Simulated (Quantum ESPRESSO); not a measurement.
Cr, 1 atom in the cell. It takes space group Im-3m (No. 229, cubic). Conventional cell: a = 2.969 Å, b = 2.969 Å, c = 2.969 Å, α = 90.00°, β = 90.00°, γ = 90.00°. Cr (site symmetry m-3m) is surrounded by 8 Cr at 2.57 Å. 

| Quantity | Value |
| --- | --- |
| Program | Quantum ESPRESSO 7.5 |
| Task | single point |
| Functional | PBE |
| Potentials or basis | SG15 PBE 1.2 |
| Cutoff | 952 eV |
| Density cutoff | 3810 eV |
| k mesh | 6 × 6 × 6 |
| Occupations | fermi-dirac, width 0.05 eV |
| Spin | collinear spin, ferromagnetic start |
| Starting moments | [3.0] μB |
| Mixing beta | 0.3 |
| Most SCF iterations | 120 |
| SCF threshold | 2e-10 Ry |

Potentials or basis: SG15 PBE 1.2.

Command:

```bash
$ OMP_NUM_THREADS=1 mpirun -n 2 pw.x -nk 2 -in pw.in > pw.out
```

Hardware: 2 MPI ranks on Arm Neoverse V1 (shared host).

Q: How long does it take, and how much memory?

A: Run time: 5.7 s on 2 MPI ranks on Arm Neoverse V1 (shared host), peak memory 0.1 GiB a rank. Counts: scf iterations 21, k pools 2, bands 16, k points 16, g dense 6963.
